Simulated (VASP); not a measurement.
Wanted: the native input for a VASP 6.6.1 run.

```yaml
Task: relaxation of the atoms
Functional: PBE
Potentials_or_basis: VASP PAW PBE potentials, release 64 (Mg, O)
Cutoff: 600 eV
k_mesh: 12 × 12 × 12
Occupations: gaussian, width 0.03 eV
Spin: no spin polarisation
Further_INCAR_settings: ALGO = Normal; EDIFF = 1e-07; IBRION = 2; EDIFFG = -0.01; NSW = 40
```

The structure of MgO (Periclase) lies in POSCAR:

```
MgO                                     
1.0
    0.0000000000      2.1641091774      2.1641091774
    2.1641091774      0.0000000000      2.1641091774
    2.1641091774      2.1641091774      0.0000000000
  Mg              O             
     1     1
Direct
     0.0000000000000000    0.0000000000000000    0.0000000000000000
     0.5000000000000000    0.5000000000000000    0.5000000000000000
```

The cell isn't the ideal one: a relaxed cell with its volume scaled by 1.06.

One way to write it, as run:

INCAR

```
SYSTEM = MgO
  PREC = Accurate
  ENCUT = 600
  EDIFF = 1E-7
  ISMEAR = 0
  SIGMA = 0.03
  LREAL = .FALSE.
  LASPH = .TRUE.
  NELM = 80
  ALGO = Normal
  ISIF = 2
  LWAVE = .FALSE.
  LCHARG = .FALSE.
  GGA = PE
  IBRION = 2
  NSW = 40
  EDIFFG = -0.01
```

KPOINTS

```
Automatic mesh
0
G
  12 12 12
  0 0 0
```

Potentials or basis: VASP PAW PBE potentials, release 64 (Mg, O).

The run is started by

```console
$ cat potpaw_PBE.64/Mg/POTCAR potpaw_PBE.64/O/POTCAR > POTCAR
$ mpirun -np 1 vasp_std > vasp.out
```

Results of the run:

```yaml
Pressure_after_relaxing: -7.9 GPa
Band_gap_on_the_k_mesh: 3.97 eV, direct
```

Caveat: the relaxation stopped at its first step, so nothing moved.

Run time: 4.3 s on 1 thread of Intel(R) Xeon(R) 6975P-C (Granite Rapids), on a shared host, peak memory 0.15 GiB.
